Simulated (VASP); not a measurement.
Here is a VASP 6.6.1 calculation.

Contents of INCAR:

```
  ALGO = Fast
  DIPOL = 0.5 0.5 0.500
  EDIFF = 1E-6
  ENCUT = 520
  GGA = PS
  IDIPOL = 3
  ISIF = 2
  ISMEAR = 0
  LASPH = True
  LCHARG = False
  LDIPOL = True
  LREAL = False
  LWAVE = False
  NBANDS = 36
  NELM = 100
  PREC = Accurate
  SIGMA = 0.1
```

KPOINTS

```
k-points
0
Gamma
  12 12 1
```

Contents of POSCAR:

```
WC
1.0
    2.8984136668      0.0000000000      0.0000000000
   -1.4492068334      2.5100998662      0.0000000000
    0.0000000000      0.0000000000     24.0690297583
C W
3 3
Direct
    0.6666666667      0.3333333333      0.3531509199
    0.6666666667      0.3333333333      0.4706301840
    0.6666666667      0.3333333333      0.5890931497
    0.0000000000      0.0000000000      0.4118905519
    0.0000000000      0.0000000000      0.5291279307
    0.0000000000      0.0000000000      0.6452358627
```

Potentials or basis: VASP PAW PBE potentials, release 64 (C, W_sv).

The run is started by

```sh
$ cat potpaw_PBE.64/C/POTCAR potpaw_PBE.64/W_sv/POTCAR > POTCAR
$ mpirun -np 1 vasp_std > vasp.out
```

Task: What does it give for the band gap on the k mesh?

Result: None (metal or under the smearing width).

Task: Estimate the largest force.

Result: 5.948 eV/Å.

Forces on the atoms (eV/Å):
```
C    0.000  0.000  4.835
C    0.000  0.000  1.028
C    0.000  0.000  0.008
W    0.000  0.000 -5.948
W    0.000  0.000  0.017
W    0.000  0.000  0.061
```

Caveat: the PAW data sets were made with another functional, which shifts forces and pressure a little. The run has no spin-orbit coupling, so splittings on W are missing.
